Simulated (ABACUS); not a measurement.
## Pb under changes of volume

One of the cells (30.323 Å³/atom); the others are scaled copies at fixed shape and fractional positions:

```
Pb
1.0
     0.00000    2.47502    2.47502
     2.47502    0.00000    2.47502
     2.47502    2.47502    0.00000
Pb
1
Direct
  0.00000 0.00000 0.00000
```

- Program: ABACUS 3.10.1
- Functional: PBE
- Potentials or basis: PseudoDojo NC SR 0.4.1 PBE standard
- Cutoff: 1361 eV
- Density cutoff: 5442 eV
- Basis: DZP LCAO (the cutoffs set its grid)
- k mesh: 9 × 9 × 9
- Occupations: fermi-dirac, width 0.05 eV
- Spin: no spin polarisation

```csv
volume (Å³/atom),energy over the lowest point (meV/atom),pressure (GPa)
28.503,93.90,7.8
29.110,66.94,6.4
29.716,?,?
30.323,27.91,4.0
30.929,14.98,2.9
31.535,5.77,2.0
32.142,0.00,1.1
```

Q: What does the run at 29.716 Å³/atom give?

A: Energy over the lowest point 45.05 meV/atom; pressure 5.1 GPa.

Worked out: A Birch-Murnaghan fit of order 3 (a polynomial in V^(-2/3)) to the other rows has its minimum at 33.01 Å³/atom, just outside them, with B0 = V·E''(V) = 39 GPa and B' = 4.4. It gives 45.13 meV/atom at 29.716 Å³/atom, against the run's 45.05, and -dE/dV = 5.1 GPa, against 5.1.

Energies are extrapolated to zero smearing.

Caveats: the atomic orbitals were generated for these runs and aren't a published set; the basis of atomic orbitals isn't converged, which shifts pressures, moduli and gaps.
